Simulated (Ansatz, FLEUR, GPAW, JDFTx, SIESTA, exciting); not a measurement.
BP: 6 runs at one level of theory

```
CELL_PARAMETERS angstrom
0.00000 2.26900 2.26900
2.26900 0.00000 2.26900
2.26900 2.26900 0.00000
ATOMIC_POSITIONS crystal
P 0.75000 0.75000 0.75000
B 0.00000 0.00000 0.00000
```

Alike in all runs: task band structure; functional RPBE; k mesh 10 × 10 × 10; occupations fermi-dirac, width 0.05 eV; no spin polarisation; no spin-orbit coupling. Pressure is positive in compression and, in plane waves, holds the error of the finite cutoff. Gaps are the smaller of the mesh's and the band path's.

| program and potentials | plane-wave cutoff (eV) | notes | band gap (eV) | pressure (GPa) |
| --- | --- | --- | --- | --- |
| exciting, all-electron LAPW+lo, shipped species files, valence relativity iora* | - | - | 1.27 | - |
| SIESTA, files PseudoDojo sr-pbe-0.4.1-standard, DZP (energy shift 0.002 Ry) | - | atomic basis; potentials made for PBE | 1.36 | 5.35 |
| GPAW, the program's PAW data sets (release 1.2.1) made for this functional | 800 | - | 1.26 | 4.23 |
| Ansatz, all-electron LAPW, scalar-relativistic | - | - | 1.27 | 3.91 |
| JDFTx, PseudoDojo-SR-PBE-0.5-standard with smoothed tails | 1034 | potentials made for PBE | 1.32 | - |
| FLEUR, all-electron, FLAPW | - | - | 1.41 | - |

The band gap spans 1.26 (GPAW, the program's PAW data sets (release 1.2.1) made for this functional) to 1.41 eV (FLEUR, all-electron, FLAPW), with all-electron results at 1.27 to 1.41. The pressure spans 3.91 (Ansatz, all-electron LAPW, scalar-relativistic) to 5.35 GPa (SIESTA, files PseudoDojo sr-pbe-0.4.1-standard, DZP (energy shift 0.002 Ry)), with all-electron results at 3.91. The paths' points differ, which is worth about 0.01 eV. Rows in atomic bases carry the error of their basis and grid, which can be large.

The functional is the same throughout but for its coding, so the spread measures potentials, basis and numerics; runs on potential files found faulty are left out.

Every run makes boron phosphide a semiconductor with a gap well below the experimental one. This is the usual shortfall of a semilocal functional, whose Kohn-Sham gap lacks the derivative discontinuity. The bonding is strongly covalent, since boron and phosphorus differ little in electronegativity. The gap therefore separates bonding p states from antibonding states and owes little to charge transfer; in this compound it is known to be indirect.

Exciting, Ansatz and GPAW agree closely, at 1.26 to 1.27 eV. FLEUR, at 1.41 eV, stands apart from the other all-electron results by far more than the path sampling explains, so the all-electron label alone does not settle the reference value. The two runs with PBE potentials also lie higher, but potential and basis effects cannot be separated there.

All three printed pressures are positive, which suggests that RPBE favours a larger cell, in keeping with its known tendency to underbind solids. The gaps thus belong to this fixed geometry, and not to the functional's own equilibrium volume.
